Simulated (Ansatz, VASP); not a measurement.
Al in VASP and in Ansatz

```
Al
1.0
     2.81478    0.00000    0.00000
    -1.40739    2.43767    0.00000
     0.00000    0.00000    9.24180
Al
4
Direct
  0.00000 0.00000 0.00000
  0.33333 0.66667 0.25000
  0.00000 0.00000 0.50000
  0.66667 0.33333 0.75000
```

This isn't the form of Al at room conditions, which is fcc.

Alike in both runs: task single point; functional PBE; dispersion D3(BJ); k mesh 18 × 18 × 6; occupations gaussian, width 0.1 eV; no spin polarisation.

|  | VASP | Ansatz |
| --- | --- | --- |
| version | VASP 6.6.1 | Ansatz 0.2.0 |
| potentials or method | VASP PAW PBE potentials, release 64 (Al) | scalar-relativistic, plane waves, PAW |
| plane-wave cutoff (eV) | 520 | 420 |
| valence electrons in the cell | 12 | 12 |

|  | VASP | Ansatz | Ansatz less VASP |
| --- | --- | --- | --- |
| gap on the k mesh at the Fermi level (eV) | none | none | - |
| pressure (GPa) | 0.0 | 0.0 | +0.03 |
| dispersion energy (meV/atom) | -350.6 | -350.7 | -0.09 |

A gap of «none» marks a metal or a gap that the smearing closes.

Caveats: pairwise dispersion overbinds metals, which lowers pressure and volume.
